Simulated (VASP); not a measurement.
Computed with LDA (Ceperley-Alder, Perdew-Zunger), VASP's LDA PAW potentials (set 64) (plane waves; VASP).

The input files of a VASP run:

### POSCAR
```
Li2O
1.0
  0.0000000000   2.2489519115   2.2489519115
  2.2489519115   0.0000000000   2.2489519115
  2.2489519115   2.2489519115   0.0000000000
Li O
2 1
Cartesian
  1.1244759557   1.1244759557   1.1244759557
  3.3734278672   3.3734278672   3.3734278672
  0.0000000000   0.0000000000   0.0000000000
```

File KPOINTS:
```
Automatic mesh
0
Gamma
 9 9 9
0 0 0
```

INCAR:
```
# general
SYSTEM=Li2O
PREC  =Accurate
ENCUT =620
LREAL =.False.
LASPH =.True.

# electronic loop
EDIFF =1E-6
NELM  =100
ALGO  =Normal

# smearing
ISMEAR=0
SIGMA =0.05

# ions
IBRION=2
NSW   =40
ISIF  =3
EDIFFG=-0.02

# output
LWAVE =.False.
LCHARG=.False.
```

POTCAR, in this order: Li_sv O (LDA.64 set). Program: vasp_std.

The resulting files:

OUTCAR:
```
 ion  position               nearest neighbor table
   1  0.250  0.250  0.250-   3 1.95   3 1.95   3 1.95   3 1.95   2 2.25   2 2.25   2 2.25   2 2.25
                             2 2.25   2 2.25
   2  0.750  0.750  0.750-   3 1.95   3 1.95   3 1.95   3 1.95   1 2.25   1 2.25   1 2.25   1 2.25
                             1 2.25   1 2.25
   3  0.000  0.000  0.000-   2 1.95   2 1.95   2 1.95   1 1.95   2 1.95   1 1.95   1 1.95   1 1.95
  LATTYP: Found a face centered cubic cell.
 ALAT       =     4.4979038230
 Subroutine PRICEL returns:
 Original cell was already a primitive cell.
 Subroutine GETGRP returns: Found 48 space group operations
The static configuration has the point symmetry O_h .
The dynamic configuration has the point symmetry O_h .
 Subroutine INISYM returns: Found 48 space group operations
 Subroutine IBZKPT returns following result:
 Found     35 irreducible k-points:

 Following reciprocal coordinates:
            Coordinates               Weight
  0.000000  0.000000  0.000000      1.000000
  0.111111  0.000000  0.000000      8.000000
  0.222222  0.000000  0.000000      8.000000
  0.333333  0.000000  0.000000      8.000000
  0.444444  0.000000  0.000000      8.000000
  0.111111  0.111111  0.000000      6.000000
...
```

File OSZICAR:
```
       N       E                     dE             d eps       ncg     rms          rms(c)
DAV:   1     0.457629192032E+02    0.45763E+02   -0.69789E+03   700   0.147E+03
DAV:   2    -0.118519674685E+02   -0.57615E+02   -0.54514E+02   816   0.261E+02
DAV:   3    -0.173672760673E+02   -0.55153E+01   -0.54898E+01  1232   0.660E+01
DAV:   4    -0.175033576975E+02   -0.13608E+00   -0.13584E+00  1014   0.107E+01
DAV:   5    -0.175039242017E+02   -0.56650E-03   -0.56649E-03  1016   0.580E-01    0.729E+00
DAV:   6    -0.158297628466E+02    0.16742E+01   -0.90175E+00   706   0.194E+01    0.279E+00
DAV:   7    -0.157768845948E+02    0.52878E-01   -0.22708E-01   798   0.419E+00    0.142E+00
DAV:   8    -0.157530339753E+02    0.23851E-01   -0.61151E-02   846   0.279E+00    0.318E-01
DAV:   9    -0.157521694684E+02    0.86451E-03   -0.65470E-03   928   0.785E-01    0.101E-01
DAV:  10    -0.157522871079E+02   -0.11764E-03   -0.31320E-04   794   0.180E-01    0.495E-02
DAV:  11    -0.157522590492E+02    0.28059E-04   -0.45237E-05   798   0.892E-02    0.829E-03
DAV:  12    -0.157522586175E+02    0.43169E-06   -0.26133E-06   890   0.193E-02
   1 F= -.15752259E+02 E0= -.15752259E+02  d E =-.157523E+02
       N       E                     dE             d eps       ncg     rms          rms(c)
DAV:   1    -0.157542505418E+02   -0.19915E-02   -0.31267E-02   720   0.175E+00    0.319E-01
DAV:   2    -0.157527229883E+02    0.15276E-02   -0.10487E-02   722   0.814E-01    0.967E-02
DAV:   3    -0.157526339205E+02    0.89068E-04   -0.30257E-04   804   0.163E-01    0.564E-02
DAV:   4    -0.157526023836E+02    0.31537E-04   -0.63032E-05  1232   0.676E-02    0.702E-03
DAV:   5    -0.157526020095E+02    0.37410E-06   -0.45621E-06   758   0.230E-02
   2 F= -.15752602E+02 E0= -.15752602E+02  d E =-.343392E-03
```

OUTCAR:
```
------------------------ aborting loop because EDIFF is reached ----------------------------------------
  FORCE on cell =-STRESS in cart. coord.  units (eV):
  Direction    XX          YY          ZZ          XY          YZ          ZX
  --------------------------------------------------------------------------------------
  Total       -0.0370000     -0.0370000     -0.0370000     -0.0000000     -0.0000000      0.0000000
  in kB       -2.6189247     -2.6189247     -2.6189247     -0.0000000     -0.0000000      0.0000000
  external PRESSURE =      -2.6189247 kB  Pullay stress =       0.0000000 kB
  volume of cell :       22.64
      direct lattice vectors                 reciprocal lattice vectors
     0.000000000  2.245190960  2.245190960    -0.222698206  0.222698206  0.222698206
     2.245190960  0.000000000  2.245190960     0.222698206 -0.222698206  0.222698206
     2.245190960  2.245190960 -0.000000000     0.222698206  0.222698206 -0.222698206
 POSITION                                       TOTAL-FORCE (eV/Angst)
 -----------------------------------------------------------------------------------
      1.12260      1.12260      1.12260        -0.000000     -0.000000     -0.000000
      3.36779      3.36779      3.36779         0.000000      0.000000      0.000000
      2.24519      2.24519     -0.00000         0.000000      0.000000      0.000000
 -----------------------------------------------------------------------------------
    total drift:                                0.000000      0.000000      0.000000
  FREE ENERGIE OF THE ION-ELECTRON SYSTEM (eV)
  ---------------------------------------------------
  free  energy   TOTEN  =       -15.7526020095 eV

  energy  without entropy=      -15.7526020095  energy(sigma->0) =      -15.75260201

 reached required accuracy - stopping structural energy minimisation
```
(Selected blocks of OUTCAR.)

CONTCAR:
```
Li2O
   1.00000000000000
     0.0000000000000000    2.2451909600322342    2.2451909600322342
     2.2451909600322342    0.0000000000000000    2.2451909600322342
     2.2451909600322342    2.2451909600322342   -0.0000000000000000
  Li              O
     2     1
Direct
     0.2500000000000000    0.2500000000000000    0.2500000000000000
     0.7500000000000000    0.7500000000000000    0.7500000000000000
     0.0000000000000000    0.0000000000000000    1.0000000000000000
```

The compound is Li2O in the antifluorite structure. This run relaxes it. Symmetry was kept, so distortions that lower it aren't found.
